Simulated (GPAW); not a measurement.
CuO:

```
Cu O
1.0
     4.16094    0.00000    0.00000
     0.00000    4.16094    0.00000
     0.00000    0.00000    3.88764
Cu O
3 3
Direct
  0.50000 0.00000 0.50000
  0.00000 0.50000 0.50000
  0.00000 0.00000 0.00000
  0.00000 0.00000 0.50000
  0.50000 0.00000 0.00000
  0.00000 0.50000 0.00000
```

Measurements of this composition are mostly on another form, of space group No. 15.

- Program: GPAW 26.7.0
- Task: relaxation of cell and atoms
- Functional: BLYP
- Potentials or basis: PAW data sets generated in the run's folder for this functional
- Cutoff: 800 eV
- Basis: pw
- k mesh: 4 × 4 × 4
- Occupations: fermi-dirac, width 0.05 eV
- Spin: no spin polarisation

At the start: pressure 8.1 GPa; volume 11.22 Å³/atom.

Where does the relaxation end?

Over 11 steps the energy falls by 25.7 meV/atom and the volume is 12.35 Å³/atom (+10.1 %); space group P4/mmm (No. 123, to 0.05 Å).

The path:
```
step  energy change (eV)  largest force (eV/Å)  pressure (GPa)  volume (Å³)
   1              0.0000                0.0000            8.11        67.31
   2             -0.0146                0.0000            7.43        67.58
   3             -0.1030                0.0000            0.62        70.73
   4             -0.1055                0.0000            0.16        71.00
   5             -0.1088                0.0000           -0.37        71.35
   6             -0.1158                0.0000           -1.07        71.96
   7             -0.1306                0.0000           -1.76        72.95
   8             -0.1473                0.0000           -1.73        74.12
   9             -0.1560                0.0000           -0.76        74.67
  10             -0.1552                0.0000           -0.30        74.46
  11             -0.1541                0.0000           -0.02        74.11
```

Final structure:
```xyz
6
Lattice="4.3976 0.0000 0.0000 0.0000 4.3976 0.0000 0.0000 0.0000 3.8323" Properties=species:S:1:pos:R:3 pbc="T T T"
Cu    2.1988    0.0000    1.9162
Cu    0.0000    2.1988    1.9162
Cu    0.0000    0.0000    0.0000
O     0.0000    0.0000    1.9162
O     2.1988    0.0000    0.0000
O     0.0000    2.1988    0.0000
```

Caveat: the k mesh is coarse (spacing up to 0.40 Å⁻¹), so the values aren't converged; with this Cu data set, volumes or pressures lay over 1.5 % or 2 GPa off other programs in two to four cells of ten; later steps reuse the first step's grids; an odd number of electrons without spin polarisation forces a metal; a magnetic or distorted state may lie lower; the run has no spin polarisation, though such a crystal can be magnetic.
